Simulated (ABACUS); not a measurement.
Here is an ABACUS 3.10.1 calculation.

Contents of run_abacus.py:

```python
"""ABACUS run from a structure file: ASE reads it, the script writes STRU, KPT and INPUT."""
import re
import subprocess
from ase.io import read
from ase.units import Bohr

atoms = read("CuO.cif")
atoms = atoms[(-atoms.numbers).argsort(kind="stable")]  # ABACUS lists atoms element by element
pseudo = {'Cu': 'cu_pbe_v1.2.uspp.F.UPF', 'O': 'o_pbe_v1.2.uspp.F.UPF'}
orbital = {}
magmoms = None
kmesh = [7, 7, 4]
params = {
    'suffix': 'CuO',
    'calculation': 'scf',
    'basis_type': 'pw',
    'pseudo_dir': './',
    'symmetry': 1,
    'dft_functional': 'pbe',
    'ecutwfc': 40,
    'pseudo_rcut': 10,
    'nspin': 1,
    'nbands': 30,
    'ks_solver': 'dav',
    'smearing_method': 'fd',
    'smearing_sigma': 0.00367493,
    'scf_thr': 1e-08,
    'scf_nmax': 100,
    'mixing_type': 'broyden',
    'mixing_beta': 0.7,
    'cal_force': 1,
    'cal_stress': 1,
    'ecutrho': 320,
    'kpar': 4,
}

symbols = atoms.get_chemical_symbols()
elements = list(dict.fromkeys(symbols))
lines = ["ATOMIC_SPECIES"] + [f"{e} {atoms.get_masses()[symbols.index(e)]:.4f} {pseudo[e]}" for e in elements]
if orbital:
    lines += ["", "NUMERICAL_ORBITAL"] + [orbital[e] for e in elements]
lines += ["", "LATTICE_CONSTANT", f"{1 / Bohr:.10f}", "", "LATTICE_VECTORS"]
lines += [" ".join(f"{x:.10f}" for x in v) for v in atoms.cell]
lines += ["", "ATOMIC_POSITIONS", "Direct"]
for e in elements:
    lines += ["", e, "0.0", str(symbols.count(e))]
    for i, p in enumerate(atoms.get_scaled_positions(wrap=False)):
        if symbols[i] == e:
            mag = "" if magmoms is None else " mag " + " ".join(str(x) for x in (magmoms[i] if isinstance(magmoms[i], list) else [magmoms[i]]))
            lines.append(" ".join(f"{x:.10f}" for x in p) + " 1 1 1" + mag)
open("STRU", "w").write("\n".join(lines) + "\n")
open("KPT", "w").write("K_POINTS\n0\nGamma\n%d %d %d 0 0 0\n" % tuple(kmesh))
open("INPUT", "w").write("INPUT_PARAMETERS\n" + "".join(f"{k:<20s}{v}\n" for k, v in params.items()))

done = subprocess.run(['mpirun', '-np', '4', 'abacus'])
if done.returncode:
    raise SystemExit(done.returncode)
log = open("OUT.CuO/running_scf.log").read()
print("final energy (eV):", re.findall(r"FINAL_ETOT_IS (\S+)", log))
```

The input CuO.cif:

```cif
data_CuO
_cell_length_a 2.90398402
_cell_length_b 2.90398402
_cell_length_c 5.13210000
_cell_angle_alpha 97.78081912
_cell_angle_beta 97.78081912
_cell_angle_gamma 72.31643215
_space_group_name_H-M_alt 'P1'
_space_group_name_Hall 'P 1'
_space_group_IT_number 1
loop_
_space_group_symop_operation_xyz
'x,y,z'
loop_
_atom_site_label
_atom_site_type_symbol
_atom_site_symmetry_multiplicity
_atom_site_Wyckoff_symbol
_atom_site_fract_x
_atom_site_fract_y
_atom_site_fract_z
_atom_site_occupancy
Cu1 Cu 1 a 0.4968000000 0.0032000000 0.5000000000 1
Cu2 Cu 1 a 0.0032000000 0.4968000000 0.0000000000 1
O1 O 1 a 0.4056000000 0.5714000000 0.7537000000 1
O2 O 1 a 0.5714000000 0.4056000000 0.2537000000 1
```

Potentials or basis: GBRV ultrasoft 1.5 PBE, plane waves.

The run is started by

```console
$ OMP_NUM_THREADS=1 python run_abacus.py > log
```

Q: Estimate the pressure.

A: 6.9 GPa.

Q: Predict the band gap on the k mesh.

A: None (metal or under the smearing width).

Q: What does it give for the largest force?

A: 0.783 eV/Å.

Stress tensor (GPa, compression positive):
```
 7.04 -0.34 -1.58
-0.34  7.25 -1.15
-1.58 -1.15  6.38
```

Caveat: there are fewer bands than atomic start orbitals, so a level may be missed at k points of high symmetry; the run has no spin polarisation, though such a crystal can be magnetic; semilocal functionals often make such compounds metallic where correlation or magnetic order opens a gap, which also shifts bond lengths. With open d or f shells a metallic result of PBE can be an artefact of self-interaction; +U or a hybrid may open a gap.
